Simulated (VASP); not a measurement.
Wanted: the native input for a VASP 6.6.1 run.

- Task: single point
- Functional: LDA
- Potentials or basis: VASP PAW LDA potentials, release 64 (Ba_sv, Zr_sv, O)
- Cutoff: 520 eV
- k mesh: 6 × 6 × 6
- Occupations: gaussian, width 0.02 eV
- Spin: no spin polarisation
- Dipole correction: no
- Further INCAR settings: ALGO = Normal; EDIFF = 1e-07; NBANDS = 28

The structure of BaZrO3 lies in POSCAR:

```
BaZrO3
1.0
    4.1473676981      0.0000000000      0.0000000000
    0.0000000000      4.1473676981      0.0000000000
    0.0000000000      0.0000000000      4.1473676981
Ba Zr O
1 1 3
Direct
    0.0000000000      0.0000000000      0.0000000000
    0.5000000000      0.5000000000      0.5000000000
    0.5000000000      0.5000000000      0.0000000000
    0.5000000000      0.0000000000      0.5000000000
    0.0000000000      0.5000000000      0.5000000000
```

The cell was built by a generator and isn't the measured one.

The input as run:

INCAR

```
SYSTEM = BaZrO3
PREC = Accurate
ENCUT = 520
EDIFF = 1E-7
ISMEAR = 0
SIGMA = 0.02
LREAL = .False.
LASPH = .True.
NELM = 100
ALGO = Normal
ISIF = 2
LWAVE = .False.
LCHARG = .False.
NBANDS = 28
```

KPOINTS

```
Automatic mesh
0
Gamma
  6 6 6
  0 0 0
```

Potentials or basis: VASP PAW LDA potentials, release 64 (Ba_sv, Zr_sv, O).

Command:

```console
$ cat potpaw_LDA.64/Ba_sv/POTCAR potpaw_LDA.64/Zr_sv/POTCAR potpaw_LDA.64/O/POTCAR > POTCAR
$ mpirun -np 1 vasp_std > vasp.out
```

It gave:

The pressure is 1.5 GPa. The band gap on the k mesh is 3.13 eV, indirect (least direct gap 3.31 eV).

Caveat: spin-orbit coupling is left out, which moves the levels of the heavy elements.

Wall time 25 s on 1 thread of Intel(R) Xeon(R) Platinum 8488C (Sapphire Rapids), on a shared host, peak memory 0.17 GiB.
